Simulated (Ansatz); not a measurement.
Input, command and steps of an Ansatz relaxation.

```yaml
crystal:
  lattice:
    - [5.1284728789, 0.0, 0.0]
    - [-2.5642364394, 4.4413877957, 0.0]
    - [0.0, 0.0, 4.1377451636]
  atoms:
    - { symbol: Ti, position: [0.5, 0.0, 0.0] }
    - { symbol: Ti, position: [0.5, 0.5, 0.0] }
    - { symbol: Ti, position: [0.0, 0.5, 0.0] }
    - { symbol: Al, position: [0.0, 0.0, 0.0] }
    - { symbol: Al, position: [0.3333333333, 0.6666666667, 0.5] }
    - { symbol: Al, position: [0.6666666667, 0.3333333333, 0.5] }
basis:
  ecutwfc: 420
kpoints:
  mp_grid: { grid: [6, 6, 4] }
hamiltonian:
  xc: pbe
scf:
  occupations: { method: gaussian, width: 0.1 }
  lower_state_search: "off"
output:
  forces: true
  stress: true
  eigenvalues: true
relax:
  adjacent_minimum: "off"
  f_tol: 0.04
  max_steps: 70
  cell: { stress_tol: 0.4 }
```

```bash
ansatz run input.yaml --threads 1 --pin off --max-ram 2560MiB --backend cpu --events-out ev --progress --plain --runs-dir out
```

Theory: DFT PBE, scalar-relativistic, plane waves, PAW in Ansatz 0.2.0.

Of 8 frames 7 are shown, positions in Å and forces in eV/Å; the SCF threshold varies from step to step. Steps run on the plane waves of an earlier cell, with a Pulay correction in the pressure. The basis is chosen afresh for the last frame, the zero of the energies, and at times for earlier ones too; energy and pressure step there, also at an unchanged geometry. Here that happened at step 6 (-8 meV/atom, 0.7 GPa); the frames before carry an error of that size.

```xyz
6
Lattice="5.1285 0.0000 0.0000 -2.5642 4.4414 0.0000 0.0000 0.0000 4.1377" Properties=species:S:1:pos:R:3:forces:R:3 pbc="T T T" step=1 free_energy_over_end_meV_per_atom=436.20 pressure_GPa=33.23
Ti    2.5642    0.0000    0.0000    0.0000    0.0000    0.0000
Ti    1.2821    2.2207    0.0000    0.0000    0.0000    0.0000
Ti   -1.2821    2.2207    0.0000    0.0000    0.0000    0.0000
Al    0.0000    0.0000    0.0000    0.0000    0.0000    0.0000
Al    0.0000    2.9609    2.0689    0.0000    0.0000    0.0000
Al    2.5642    1.4805    2.0689    0.0000    0.0000    0.0000
6
Lattice="5.2858 0.0000 0.0000 -2.6429 4.5777 0.0000 0.0000 0.0000 4.3412" Properties=species:S:1:pos:R:3:forces:R:3 pbc="T T T" step=2 free_energy_over_end_meV_per_atom=150.83 pressure_GPa=16.40
Ti    2.6429    0.0000    0.0000    0.0000    0.0000    0.0000
Ti    1.3215    2.2888    0.0000    0.0000    0.0000    0.0000
Ti   -1.3215    2.2888    0.0000    0.0000    0.0000    0.0000
Al    0.0000    0.0000    0.0000    0.0000    0.0000    0.0000
Al    0.0000    3.0518    2.1706    0.0000    0.0000    0.0000
Al    2.6429    1.5259    2.1706    0.0000    0.0000    0.0000
6
Lattice="5.4217 0.0000 0.0000 -2.7108 4.6953 0.0000 0.0000 0.0000 4.5434" Properties=species:S:1:pos:R:3:forces:R:3 pbc="T T T" step=3 free_energy_over_end_meV_per_atom=27.86 pressure_GPa=5.06
Ti    2.7108    0.0000    0.0000    0.0000    0.0000    0.0000
Ti    1.3554    2.3477    0.0000    0.0000    0.0000    0.0000
Ti   -1.3554    2.3477    0.0000    0.0000    0.0000    0.0000
Al    0.0000    0.0000    0.0000    0.0000    0.0000    0.0000
Al    0.0000    3.1302    2.2717    0.0000    0.0000    0.0000
Al    2.7108    1.5651    2.2717    0.0000    0.0000    0.0000
6
Lattice="5.4723 0.0000 0.0000 -2.7361 4.7391 0.0000 0.0000 0.0000 4.6685" Properties=species:S:1:pos:R:3:forces:R:3 pbc="T T T" step=4 free_energy_over_end_meV_per_atom=8.71 pressure_GPa=0.68
Ti    2.7361    0.0000    0.0000    0.0000    0.0000    0.0000
Ti    1.3681    2.3696    0.0000    0.0000    0.0000    0.0000
Ti   -1.3681    2.3696    0.0000    0.0000    0.0000    0.0000
Al    0.0000    0.0000    0.0000    0.0000    0.0000    0.0000
Al    0.0000    3.1594    2.3342    0.0000    0.0000    0.0000
Al    2.7361    1.5797    2.3342    0.0000    0.0000    0.0000
6
Lattice="5.4623 0.0000 0.0000 -2.7311 4.7305 0.0000 0.0000 0.0000 4.7139" Properties=species:S:1:pos:R:3:forces:R:3 pbc="T T T" step=5 free_energy_over_end_meV_per_atom=8.03 pressure_GPa=0.09
Ti    2.7311    0.0000    0.0000    0.0000    0.0000    0.0000
Ti    1.3656    2.3652    0.0000    0.0000    0.0000    0.0000
Ti   -1.3656    2.3652    0.0000    0.0000    0.0000    0.0000
Al    0.0000    0.0000    0.0000    0.0000    0.0000    0.0000
Al    0.0000    3.1537    2.3570    0.0000    0.0000    0.0000
Al    2.7311    1.5768    2.3570    0.0000    0.0000    0.0000
6
Lattice="5.4623 0.0000 0.0000 -2.7311 4.7305 0.0000 0.0000 0.0000 4.7139" Properties=species:S:1:pos:R:3:forces:R:3 pbc="T T T" step=6 free_energy_over_end_meV_per_atom=0.51 pressure_GPa=0.75
Ti    2.7311    0.0000    0.0000    0.0000    0.0000    0.0000
Ti    1.3656    2.3652    0.0000    0.0000    0.0000    0.0000
Ti   -1.3656    2.3652    0.0000    0.0000    0.0000    0.0000
Al    0.0000    0.0000    0.0000    0.0000    0.0000    0.0000
Al    0.0000    3.1537    2.3570    0.0000    0.0000    0.0000
Al    2.7311    1.5768    2.3570    0.0000    0.0000    0.0000
6
Lattice="5.4745 0.0000 0.0000 -2.7373 4.7411 0.0000 0.0000 0.0000 4.7374" Properties=species:S:1:pos:R:3:forces:R:3 pbc="T T T" step=8 free_energy_over_end_meV_per_atom=0.00 pressure_GPa=0.01
Ti    2.7373    0.0000    0.0000    0.0000    0.0000    0.0000
Ti    1.3686    2.3705    0.0000    0.0000    0.0000    0.0000
Ti   -1.3686    2.3705    0.0000    0.0000    0.0000    0.0000
Al    0.0000    0.0000    0.0000    0.0000    0.0000    0.0000
Al    0.0000    3.1607    2.3687    0.0000    0.0000    0.0000
Al    2.7373    1.5804    2.3687    0.0000    0.0000    0.0000
```

The start puts this composition into another compound's structure type, which needn't suit it. The cell swells from 15.7 to 20.5 Å³ an atom, so the end can be far from any stable crystal. At the end the space group is P6/mmm (tolerance 0.05 Å).

It took 17 s on 1 thread of Intel(R) Xeon(R) 6975P-C (Granite Rapids) (shared host), peak memory 0.46 GiB.

The k mesh is coarse.